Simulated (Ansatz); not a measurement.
Stress against strain in Ga

```xyz
2
Lattice="1.3830 -4.0265 0.0000 1.3830 4.0265 0.0000 -0.1174 0.0000 3.3299" Properties=species:S:1:pos:R:3 pbc="T T T"
Ga    1.3536   -2.9716    0.8325
Ga    1.2949    2.9716    2.4974
```

Atom numbers follow the list: Ga1, Ga2.

The cell is a measured one (Crystallography Open Database entry 9011089); the temperature and pressure of the measurement aren't taken into account, and nothing was relaxed.

Method: DFT, PBE, all-electron LAPW, scalar-relativistic (Ansatz 0.2.0).

Numerical set-up: a Γ-centred 14×14×11 k mesh, Fermi–Dirac smearing of 0.03 eV, basis error target 0.5 meV/atom, no spin polarisation.

The strain is applied along the Cartesian axes of the cell as listed (the other components stay zero). Fractional coordinates are held (clamped ions).

σ is the change of stress from the unstrained cell, which is at 1.76 GPa; tension is positive, so slopes are stress–strain coefficients at that pressure. In a metal the k mesh adds noise.

Only quantities that a quadratic follows smoothly over the whole series are listed; rougher ones are left out.

```csv
εxx = εyy,σzz (GPa),σxx (GPa)
-0.0300,-3.08,-4.73
-0.0200,-1.75,-3.03
0.0000,0.00,0.00
0.0100,1.00,1.01
0.0200,1.81,1.99
0.0300,2.49,2.97
```

(1) Fit the series and read off the stiffness at zero strain.

(2) One run, at εxx = εyy = -0.0100, is withheld. Predict its row.

## Answers

(1) Least-squares fits y = p0 + p1 x + p2 x² to the rows give σzz (GPa): p1 = 91.7, p2 = -400; σxx (GPa): p1 = 127, p2 = -880. So C13 + C23 = 92 GPa and C11 + C12 = 127 GPa, for these axes.

(2) The fits give -0.85, -1.47; the run gave -0.84, -1.39.
